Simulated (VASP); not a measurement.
# KCl (Sylvite) (Fm-3m) in VASP: notebook, part 2 of 2

VASP 6.6.1. Earlier steps stand in the parts before.

### Step 3. Relaxation of cell and atoms, PBE

This run uses another cell than the first one, of 31.15 Å³/atom, 0.873 times its volume.

Input file INCAR:

```
PREC = Accurate
ENCUT = 600
EDIFF = 1E-6
ISMEAR = 0
SIGMA = 0.02
LREAL = F
LASPH = T
NELM = 100
ALGO = Normal
ISIF = 3
LWAVE = F
LCHARG = F
GGA = PE
IBRION = 2
NSW = 100
EDIFFG = -0.005
```

Input file KPOINTS:

```
regular mesh
0
Gamma
  6 6 6
```

Input file POSCAR:

```
KCl
1.0
    0.0000000000      3.1464700000      3.1464700000
    3.1464700000      0.0000000000      3.1464700000
    3.1464700000      3.1464700000      0.0000000000
K Cl
1 1
Direct
    0.0000000000      0.0000000000      0.0000000000
    0.5000000000      0.5000000000      0.5000000000
```

Potentials or basis: VASP PAW PBE potentials, release 64 (K_sv, Cl).

Started as:

```bash
$ cat potpaw_PBE.64/K_sv/POTCAR potpaw_PBE.64/Cl/POTCAR > POTCAR
$ mpirun -np 1 vasp_std > vasp.out
```

OUTCAR:

```text
PREC = Accurate
   ENCUT = 600
   EDIFF = 1E-6
   ISMEAR = 0
   LREAL = F
   LASPH = T
   NELM = 100
   ISIF = 3
   GGA = PE
   IBRION = 2
   NSW = 100
   EDIFFG = -0.005

 ion  position               nearest neighbor table
   1  0.000  0.000  0.000-   2 3.15   2 3.15   2 3.15   2 3.15   2 3.15   2 3.15
   2  0.500  0.500  0.500-   1 3.15   1 3.15   1 3.15   1 3.15   1 3.15   1 3.15

  LATTYP: Found a face centered cubic cell.
 ALAT       =     6.2929400000

  Lattice vectors:

 A1 = (   0.0000000000,   3.1464700000,   3.1464700000)
 A2 = (   3.1464700000,   0.0000000000,   3.1464700000)
 A3 = (   3.1464700000,   3.1464700000,   0.0000000000)

Analysis of symmetry for initial positions (statically):
=====================================================================
 Subroutine PRICEL returns:
 Original cell was already a primitive cell.

 Routine SETGRP: Setting up the symmetry group for a
 face centered cubic supercell.

 Subroutine GETGRP returns: Found 48 space group operations
 (whereof 48 operations were pure point group operations)
 out of a pool of 48 trial point group operations.

The static configuration has the point symmetry O_h .

Analysis of symmetry for dynamics (positions and initial velocities):
=====================================================================
 Subroutine PRICEL returns:
 Original cell was already a primitive cell.

 Routine SETGRP: Setting up the symmetry group for a
 face centered cubic supercell.

 Subroutine GETGRP returns: Found 48 space group operations
 (whereof 48 operations were pure point group operations)
 out of a pool of 48 trial point group operations.

The dynamic configuration has the point symmetry O_h .

 Subroutine INISYM returns: Found 48 space group operations
 (whereof 48 operations are pure point group operations),
 and found     1 'primitive' translations

[... 97 lines left out ...]
   NUPDOWN=      -1.0000    fix difference up-down
   EMIN   =  10.00;   EMAX   =-10.00  energy-range for DOS
   EFERMI =   0.00;   METHOD = LEGACY
   ISMEAR =     0;   SIGMA  =   0.02  broadening in eV -4-tet -1-fermi 0-gaus
   EFERMI_NEDOS =   21; number of points for ismear=-14 and -15
   IALGO  =     38    algorithm
   IMIX   =      4    mixing-type and parameters
     AMIX     =   0.40;   BMIX     =  1.00
     AMIX_MAG =   1.60;   BMIX_MAG =  1.00
  volume/ion in A,a.u.               =      31.15       210.22
  Fermi-wavevector in a.u.,A,eV,Ry     =   1.040594  1.966437 14.732871  1.082835
  Thomas-Fermi vector in A             =   2.175177
   LORBIT       =      0    0 simple, 1 ext, 2 COOP (PROOUT), +10 PAW based schemes
   GGA     = PE    functional components
   LHFCALC =     F    Hartree Fock is set to
   AEXX    =    0.0000 exact exchange contribution
   IVDW    =     0    specifies the selected vdW correction
   LEPSILON=     F    determine dielectric tensor
   LRPA    =     F    only Hartree local field effects (RPA)
 conjugate gradient relaxation of ions
 non-spin polarized calculation
 Gauss-broadening in eV      SIGMA  =   0.02
  energy-cutoff  :      600.00
  volume of cell :       62.30
 maximum number of plane-waves:      2092
   NGX = 17   NGY = 17   NGZ = 17

--------------------------------------- Ionic step        1  -------------------------------------------

 number of electron      16.0000001 magnetization

 Free energy of the ion-electron system (eV)
  ---------------------------------------------------
  ext. energy  EPLUGINS =         0.00000000
  ---------------------------------------------------
  free energy    TOTEN  =        -6.80419845 eV

  energy without entropy =       -6.80419845  energy(sigma->0) =       -6.80419845

------------------------ aborting loop because EDIFF is reached ----------------------------------------

  FORCE on cell =-STRESS in cart. coord.  units (eV):
  Direction    XX          YY          ZZ          XY          YZ          ZX
  --------------------------------------------------------------------------------------
  -------------------------------------------------------------------------------------
  Total        0.3178448      0.3178448      0.3178448      0.0000000      0.0000000     -0.0000000
  in kB        8.1738182      8.1738182      8.1738182      0.0000000      0.0000000     -0.0000000
  external PRESSURE =       8.1738182 kB  Pullay stress =       0.0000000 kB
[... 59 lines left out ...]
--------------------------------------- Ionic step        3  -------------------------------------------

 number of electron      15.9999998 magnetization

 Free energy of the ion-electron system (eV)
  ---------------------------------------------------
  ext. energy  EPLUGINS =         0.00000000
  ---------------------------------------------------
  free energy    TOTEN  =        -6.81114978 eV

  energy without entropy =       -6.81114978  energy(sigma->0) =       -6.81114978

 E-fermi :  -1.8422     XC(G=0):  -7.3576

 val. band max:       -2.0142231589   @ k =   0.0000   0.0000   0.0000
 cond. band min:       3.0221968692   @ k =   0.0000   0.0000   0.0000
 fundamental gap:      5.0364200281
 Fermi energy:        -1.8421961416

 k-point     1 :       0.0000    0.0000    0.0000
  band No.  band energies     occupation
      1     -29.3237      2.00000
      2     -14.0830      2.00000
      3     -12.7839      2.00000
      4     -12.7839      2.00000
      5     -12.7839      2.00000
      6      -2.0142      2.00000
      7      -2.0142      2.00000
      8      -2.0142      2.00000
      9       3.0222      0.00000
     10       6.3374      0.00000
     11       6.3374      0.00000
     12       6.3374      0.00000
[... 252 lines left out ...]
  FREE ENERGIE OF THE ION-ELECTRON SYSTEM (eV)
  ---------------------------------------------------
  free  energy   TOTEN  =        -6.8111497823 eV

  energy  without entropy=       -6.8111497823  energy(sigma->0) =       -6.81114978

 reached required accuracy - stopping structural energy minimisation
```

OSZICAR:

```text
N       E                     dE             d eps       ncg     rms          rms(c)
DAV:   1     0.119338374406E+03    0.11934E+03   -0.78727E+03   384   0.133E+03
DAV:   2    -0.586153817357E+00   -0.11992E+03   -0.11128E+03   500   0.296E+02
DAV:   3    -0.689219443777E+01   -0.63060E+01   -0.62774E+01   492   0.642E+01
[... 27 lines left out ...]
DAV:   5    -0.681117131763E+01   -0.10892E-03   -0.91840E-04   700   0.170E-01    0.413E-02
DAV:   6    -0.681115183369E+01    0.19484E-04   -0.45901E-05   728   0.586E-02    0.148E-02
DAV:   7    -0.681114842600E+01    0.34077E-05   -0.47614E-06   496   0.204E-02    0.490E-03
DAV:   8    -0.681114953038E+01   -0.11044E-05   -0.40722E-07   320   0.654E-03    0.622E-04
DAV:   9    -0.681114978233E+01   -0.25196E-06   -0.89734E-08   260   0.292E-03
   3 F= -.68111498E+01 E0= -.68111498E+01  d E =-.695134E-02
```

CONTCAR:

```text
KCl
   1.00000000000000
    -0.0000000000000000    3.1938240702680933    3.1938240702680933
     3.1938240702680933    0.0000000000000000    3.1938240702680933
     3.1938240702680933    3.1938240702680933   -0.0000000000000000
  K               Cl
     1     1
Direct
     0.0000000000000000    0.0000000000000000    0.0000000000000000
     0.5000000000000000    0.5000000000000000    0.5000000000000000

  0.00000000E+00  0.00000000E+00  0.00000000E+00
  0.00000000E+00  0.00000000E+00  0.00000000E+00
```

It took 96 s on 1 thread of AMD EPYC 7R13, shared host; peak memory 0.19 GiB.

Results:

```
Free energy                            : -6.8111 eV
Relaxed volume                         : 32.58 Å³/atom
Relaxed cell                           : a = 4.517 Å, b = 4.517 Å, c = 4.517 Å, α = 60.00°, β = 60.00°, γ = 60.00°
Space group after relaxing (to 0.05 Å) : Fm-3m (No. 225)
Energy gained by relaxing              : 3.5 meV/atom
Ionic steps                            : 3
Pressure after relaxing                : 0.0 GPa
Band gap on the k mesh                 : 5.04 eV, direct
```

The path:
```
step  energy change (eV)  largest force (eV/Å)  pressure (GPa)  volume (Å³)
   1              0.0000                0.0000            0.82        62.30
   2             -0.0053                0.0000            0.37        63.75
   3             -0.0070                0.0000            0.00        65.16
```

Final structure:
```
K Cl
1.0
     0.00000    3.19382    3.19382
     3.19382    0.00000    3.19382
     3.19382    3.19382    0.00000
K Cl
1 1
Direct
  0.00000 0.00000 0.00000
  0.50000 0.50000 0.50000
```

Levels at points of the mesh, in eV from the valence-band top:
```
           k point  band 4  band 5  band 6  band 7  band 8  band 9  band 10  band 11  band 12
(0.00, 0.00, 0.00)  -10.77  -10.77    0.00    0.00    0.00    5.04     8.35     8.35     8.35
(0.50, 0.00, 0.00)  -10.78  -10.55   -0.98   -0.29   -0.29    7.46     8.42    10.38    10.38
(0.50, 0.50, 0.00)  -10.82  -10.82   -0.63   -0.21   -0.21    6.56     8.15     9.81    10.15
```

### Step 4. Single point, PBE

This run uses another cell than the first one, of 32.44 Å³/atom, 0.909 times its volume.

Input file INCAR:

```
SYSTEM = KCl
PREC = Accurate
ENCUT = 520
EDIFF = 1E-6
ISMEAR = 0
SIGMA = 0.02
LREAL = .False.
LASPH = .True.
NELM = 80
ALGO = Normal
ISIF = 2
LWAVE = .False.
LCHARG = .False.
GGA = PE
NBANDS = 15
```

Input file KPOINTS:

```
Automatic mesh
0
Gamma
  6 6 6
  0 0 0
```

Input file POSCAR:

```
KCl
1.0
    0.0000000000      3.1891817130      3.1891817130
    3.1891817130      0.0000000000      3.1891817130
    3.1891817130      3.1891817130      0.0000000000
K Cl
1 1
Direct
    0.0000000000      0.0000000000      0.0000000000
    0.5000000000      0.5000000000      0.5000000000
```

Potentials or basis: VASP PAW PBE potentials, release 64 (K_sv, Cl).

Started as:

```bash
$ cat potpaw_PBE.64/K_sv/POTCAR potpaw_PBE.64/Cl/POTCAR > POTCAR
$ mpirun -np 1 vasp_std > vasp.out
```

OUTCAR:

```text
SYSTEM = KCl
   PREC = Accurate
   ENCUT = 520
   EDIFF = 1E-6
   ISMEAR = 0
   LREAL = .False.
   LASPH = .True.
   NELM = 80
   ISIF = 2
   GGA = PE

 ion  position               nearest neighbor table
   1  0.000  0.000  0.000-   2 3.19   2 3.19   2 3.19   2 3.19   2 3.19   2 3.19
   2  0.500  0.500  0.500-   1 3.19   1 3.19   1 3.19   1 3.19   1 3.19   1 3.19

  LATTYP: Found a face centered cubic cell.
 ALAT       =     6.3783634260

  Lattice vectors:

 A1 = (   0.0000000000,   3.1891817130,   3.1891817130)
 A2 = (   3.1891817130,   0.0000000000,   3.1891817130)
 A3 = (   3.1891817130,   3.1891817130,   0.0000000000)

Analysis of symmetry for initial positions (statically):
=====================================================================
 Subroutine PRICEL returns:
 Original cell was already a primitive cell.

 Routine SETGRP: Setting up the symmetry group for a
 face centered cubic supercell.

 Subroutine GETGRP returns: Found 48 space group operations
 (whereof 48 operations were pure point group operations)
 out of a pool of 48 trial point group operations.

The static configuration has the point symmetry O_h .

Analysis of symmetry for dynamics (positions and initial velocities):
[... 169 lines left out ...]
     10       6.3568      0.00000
     11       6.3568      0.00000
     12       6.3568      0.00000
     13       7.2114      0.00000
     14       7.2114      0.00000
[... 257 lines left out ...]
      2     -14.0490      2.00000
      3     -12.8588      2.00000
      4     -12.8223      2.00000
      5     -12.7060      2.00000
      6      -2.5446      2.00000
      7      -2.3907      2.00000
      8      -2.3400      2.00000
      9       5.2438      0.00000
     10       6.8038      0.00000
     11       6.8852      0.00000
     12       8.0007      0.00000
     13       8.8126      0.00000
     14       9.5464      0.00000
     15      10.0694      0.00000

------------------------ aborting loop because EDIFF is reached ----------------------------------------

  FORCE on cell =-STRESS in cart. coord.  units (eV):
  Direction    XX          YY          ZZ          XY          YZ          ZX
  --------------------------------------------------------------------------------------
  -------------------------------------------------------------------------------------
  Total        0.0179302      0.0179302      0.0179302     -0.0000000      0.0000000     -0.0000000
  in kB        0.4428219      0.4428219      0.4428219     -0.0000000      0.0000000     -0.0000000
  external PRESSURE =       0.4428219 kB  Pullay stress =       0.0000000 kB

 VOLUME and BASIS-vectors are now :
 -----------------------------------------------------------------------------
  energy-cutoff  :      520.00
  volume of cell :       64.87
      direct lattice vectors                 reciprocal lattice vectors
     0.000000000  3.189181713  3.189181713    -0.156780029  0.156780029  0.156780029
     3.189181713  0.000000000  3.189181713     0.156780029 -0.156780029  0.156780029
     3.189181713  3.189181713  0.000000000     0.156780029  0.156780029 -0.156780029

 POSITION                                       TOTAL-FORCE (eV/Angst)
 -----------------------------------------------------------------------------------
      0.00000      0.00000      0.00000         0.000000     -0.000000      0.000000
      3.18918      3.18918      3.18918         0.000000      0.000000     -0.000000
 -----------------------------------------------------------------------------------
    total drift:                                0.000000      0.000000      0.000000

  FREE ENERGIE OF THE ION-ELECTRON SYSTEM (eV)
  ---------------------------------------------------
  free  energy   TOTEN  =        -6.8109302381 eV

  energy  without entropy=       -6.8109302381  energy(sigma->0) =       -6.81093024
```

stdout:

```text
POSCAR found type information on POSCAR K Cl
 POSCAR found :  2 types and       2 ions
 scaLAPACK will be used
 LDA part: xc-table for (Slater+PW92), standard interpolation
 POSCAR, INCAR and KPOINTS ok, starting setup
 FFT: planning ... GRIDC
 FFT: planning ... GRID_SOFT
 FFT: planning ... GRID
 WAVECAR not read
 entering main loop
```

Run time: 26 s. Hardware: 1 thread of Intel Xeon Platinum 8488C (Sapphire Rapids), shared host; peak memory 0.2 GiB.

Results:

```
Free energy            : -6.8109 eV
Pressure               : 0.0 GPa
Band gap on the k mesh : 5.05 eV, direct
```

### Step 5. Single point, PBE

This run uses another cell than the first one, of 32.44 Å³/atom, 0.909 times its volume.

Input file INCAR:

```
ALGO = Normal
EDIFF = 1E-6
ENCUT = 520
GGA = PE
ISIF = 2
ISMEAR = 0
LASPH = True
LCHARG = False
LREAL = False
LWAVE = False
NBANDS = 15
NELM = 60
PREC = Accurate
SIGMA = 0.02
```

Input file KPOINTS:

```
k-points
0
Gamma
  6 6 6
```

Input file POSCAR:

```
KCl
1.0
    0.0000000000      3.1891817236      3.1891817236
    3.1891817236      0.0000000000      3.1891817236
    3.1891817236      3.1891817236      0.0000000000
K Cl
1 1
Direct
    0.0000000000      0.0000000000      0.0000000000
    0.5000000000      0.5000000000      0.5000000000
```

Started as:

```bash
$ cat potpaw_PBE.64/K_sv/POTCAR potpaw_PBE.64/Cl/POTCAR > POTCAR
$ mpirun -np 1 vasp_std > vasp.out
```

It took 7.5 s on 1 thread of Intel Xeon 6975P-C (Granite Rapids), shared host; peak memory 0.2 GiB.

The run converged. Its results:

| Property | Result |
| --- | --- |
| Free energy | -6.8109 eV |
| Pressure | 0.0 GPa |
| Band gap on the k mesh | 5.05 eV, direct |

Levels at points of the mesh, in eV from the valence-band top:
```
           k point  band 4  band 5  band 6  band 7  band 8  band 9  band 10  band 11  band 12  band 13
(0.00, 0.00, 0.00)  -10.76  -10.76    0.00    0.00    0.00    5.05     8.35     8.35     8.35     9.21
(0.50, 0.00, 0.00)  -10.77  -10.54   -0.99   -0.29   -0.29    7.47     8.44    10.39    10.39    11.26
(0.50, 0.50, 0.00)  -10.81  -10.81   -0.63   -0.21   -0.21    6.56     8.16     9.83    10.16    10.46
```

### Step 6. Overview

| task | cell | cutoff (eV) | gap on the mesh (eV) | pressure (GPa) |
| --- | --- | --- | --- | --- |
| single point | a = 4.656 Å, angles 60.0°, 2 atoms | 520 | 4.75 | -1.2 |
| relaxation of cell and atoms | relaxed from a = 4.450 Å, angles 60.0°, 2 atoms | 600 | 5.04 | 0.0 |
| single point | a = 4.510 Å, angles 60.0°, 2 atoms | 520 | 5.05 | 0.0 |

Alike in all rows: level PBE; potentials or basis VASP PAW PBE potentials, release 64 (K_sv, Cl); no spin polarisation; k mesh 6 × 6 × 6; smearing gaussian 0.02 eV.

Total energies depend on the potentials used, so only differences within one code and one set of settings carry meaning.

### Step 7. How close it comes

Step 4. Measured gap of KCl: 8.68 eV (a printed reference work, monograph). This calculation gives 5.05 eV (-3.63 eV). The value is that of PBE, without temperature or zero-point motion. Semilocal functionals fall short of measured gaps as a rule.

Step 5. A measured gap of KCl is 8.68 eV (a printed reference work, monograph); the calculated 5.05 eV misses it by -3.63 eV. The value is that of PBE, without temperature or zero-point motion. Semilocal functionals fall short of measured gaps as a rule.
